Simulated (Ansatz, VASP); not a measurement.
Given: the input of a run of Ansatz 0.2.0 on Ti.

File input.yaml:

```yaml
crystal:
  lattice:
    - [0.0, 2.03, 2.03]
    - [2.03, 0.0, 2.03]
    - [2.03, 2.03, 0.0]
  atoms:
    - { symbol: Ti, position: [0.0, 0.0, 0.0] }
kpoints:
  mp_grid: { grid: [11, 11, 11] }
scf:
  occupations: { method: fermi_dirac, width: 0.05 }
hamiltonian:
  xc: pbesol
  pseudopotentials: { kind: all_electron, lapw: { basis_error: 0.001 } }
output:
  forces: true
  stress: true
relax:
  f_tol: 0.01
  max_steps: 60
  cell: {}
```

Potentials or basis: all-electron LAPW, scalar-relativistic.

Run with:

```bash
$ ansatz run input.yaml --threads 1 --pin off --max-ram 3072MiB --backend cpu --events-out ev --progress --plain --runs-dir out
```

Task: Translate it to VASP 6.6.1. Potentials there: VASP PAW PBE potentials, release 64 (Ti_sv).

Result: As run (the cutoff follows the program's own potentials):

File INCAR:

```
SYSTEM = Ti
PREC = Accurate ; ENCUT = 600
EDIFF = 1E-6 ; ISMEAR = -1
SIGMA = 0.05 ; LREAL = .FALSE.
LASPH = .TRUE. ; NELM = 60
ALGO = Normal ; ISIF = 3
LWAVE = .FALSE. ; LCHARG = .FALSE.
GGA = PS ; IBRION = 2
NSW = 80 ; EDIFFG = -0.01
```

KPOINTS

```
Automatic mesh
0
G
  11 11 11
  0 0 0
```

File POSCAR:

```
Ti
1.0
    0.0000000000      2.0300000000      2.0300000000
    2.0300000000      0.0000000000      2.0300000000
    2.0300000000      2.0300000000      0.0000000000
Ti
1
Direct
    0.0000000000      0.0000000000      0.0000000000
```

Potentials or basis: VASP PAW PBE potentials, release 64 (Ti_sv).

Command:

```sh
$ cat potpaw_PBE.64/Ti_sv/POTCAR > POTCAR
$ mpirun -np 1 vasp_std > vasp.out
```

Both were run:

|  | VASP | Ansatz | Ansatz less VASP |
| --- | --- | --- | --- |
| relaxed volume (Å³/atom) | 16.61 | 16.65 | +0.044 |
| relaxed cell length with the largest relative difference (Å) | 2.864 | 2.866 | +0.0025 |

Ansatz ran all-electron here, so the differences hold the error of VASP's frozen core and of both bases.

Caveats: the PAW data sets were made with another functional, which shifts forces and pressure a little (VASP).
